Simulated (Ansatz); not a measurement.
The system is Sb.

```
Sb
1.0
     3.35453    0.00000    0.00000
    -1.67727    2.90511    0.00000
     0.00000    0.00000    5.47016
Sb
2
Cartesian
  1.6773 0.9684 4.1026
  0.0000 1.9367 1.3675
```

This isn't the form of Sb at room conditions, which is rhombohedral.

| Quantity | Value |
| --- | --- |
| Program | Ansatz 0.2.0 |
| Task | relaxation of cell and atoms |
| Functional | LDA |
| Potentials or basis | Ansatz PAW |
| Cutoff | 420 eV (not typed: the program's choice for these potentials) |
| k mesh | 9 × 9 × 5 |
| Occupations | fermi-dirac, width 0.05 eV |
| Spin | no spin polarisation |

At the start: volume 26.65 Å³/atom.

How do energy, volume and symmetry change on relaxing?

It ends after 8 steps and the volume is 25.60 Å³/atom (-3.9 %); space group P6_3/mmc (No. 194, to 0.05 Å).

The path:
| step | energy change (eV) | largest force (eV/Å) | volume (Å³) |
| --- | --- | --- | --- |
| 1 | 0.0000 | 0.0000 | 53.31 |
| 2 | -0.0153 | 0.0000 | 49.96 |
| 3 | -0.0203 | 0.0000 | 51.16 |
| 4 | -0.0204 | 0.0000 | 51.08 |
| 5 | -0.0206 | 0.0000 | 51.07 |
| 6 | -0.0211 | 0.0000 | 51.07 |
| 7 | -0.0212 | 0.0000 | 51.20 |
| 8 | -0.0206 | 0.0000 | 51.20 |

Final structure:
```yaml
crystal:
  lattice:
    - [3.34400, 0.00000, 0.00000]
    - [-1.67200, 2.89599, 0.00000]
    - [0.00000, 0.00000, 5.28741]
  atoms:
    - { symbol: Sb, position: [0.66667, 0.33333, 0.75000] }
    - { symbol: Sb, position: [0.33333, 0.66667, 0.25000] }
```

Caveat: the plane-wave basis is chosen anew once the cell has moved, so the energies of steps on either side of that aren't comparable; the PAW data sets come from PBE, with cores solved anew for the run's functional, which leaves a small shift of forces and pressure.
